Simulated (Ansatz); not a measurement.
## Dielectric response of AlP (110) films: cost of one run

Ansatz 0.2.0; plane-wave DFT, PBE, Ansatz PAW. The cell holds 24 atoms.

input.yaml reads:

```yaml
crystal:
  lattice:
    - [3.86080303, 0.0, 0.0]
    - [0.0, 5.46, 0.0]
    - [0.0, 0.0, 39.234416639]
  atoms:
    - { symbol: Al, position: [0.5, 0.5, 0.2293904376] }
    - { symbol: P, position: [0.0, 0.75, 0.2293904376] }
    - { symbol: Al, position: [0.0, 0.0, 0.2785921762] }
[... 15 atom lines left out ...]
    - { symbol: Al, position: [0.0, 0.0, 0.6722060852] }
    - { symbol: P, position: [0.5, 0.25, 0.6722060852] }
    - { symbol: Al, position: [0.5, 0.5, 0.7214078238] }
    - { symbol: P, position: [0.0, 0.75, 0.7214078238] }
    - { symbol: Al, position: [0.0, 0.0, 0.7706095624] }
    - { symbol: P, position: [0.5, 0.25, 0.7706095624] }
kpoints:
  mp_grid: { grid: [8, 6, 1] }
hamiltonian:
  xc: pbe
scf:
  occupations: { method: fixed }
  convergence: { dr2_threshold: 1.0e-09 }
efield:
  axis: 3
  dipole_correction: true
  ramp_position: 0.97
  ramp_width: 0.06
relax:
  f_tol: 0.003
  max_steps: 100
output:
  write_potential: true
  write_density: true
  volumetric_format: npy
```

The run is started by

```sh
ansatz run input.yaml --threads 8 --pin off --max-ram 16384MiB --backend cpu --events-out ev --progress --plain --runs-dir out
```

The cutoff in use is 420 eV. For reference, a run of the same kind (12 atoms, 20 k-points, 36 bands and 11,391 plane waves; 59 SCF cycles) took 31 s and 1.3 GiB on the same hardware.

What time and memory should one allow on 8 threads of Arm Neoverse V1, shared host?

A cutoff of 420 eV is a sphere of radius 10.5 Å⁻¹, so a cell of 827 Å³ holds about V·G³/6π² = 16,163 plane waves. At two electrons a band, the 96 electrons need 48 bands, and 24 more are carried. Symmetry cuts the 8×6×1 mesh from 48 to 20 points. The run has 20 k-points, 72 bands and 16,189 plane waves. Taking the work of a cycle as k-points × spins × bands × plane waves, that is 2.8 times the reference, or 88 s at the reference's 59 cycles. The run needed 66 SCF cycles over 7 ionic steps, which makes it about 98 s. One copy of the wavefunctions takes 0.35 GiB at 16 bytes a coefficient, against 0.12 GiB in the reference; grids, projectors and work arrays come on top. Measured: about 2 min, with a peak of 2.7 GiB. The estimate holds within 25 %.

[Logs are printed without paths, hosts, clocks, repeated set-up lines and the standing remarks that a program may print on its own settings, such as how far it seeks lower states.]

[Hosts, paths, dates, database ids (printed as entryN), source tags and the programs' standing remarks are cut or masked in the printed files.]

[Maps of the electrostatic potential energy from Ansatz leave out the sawtooth potential of an applied field or a dipole correction, so their vacuum need not be flat; planar profiles and work functions include it.]
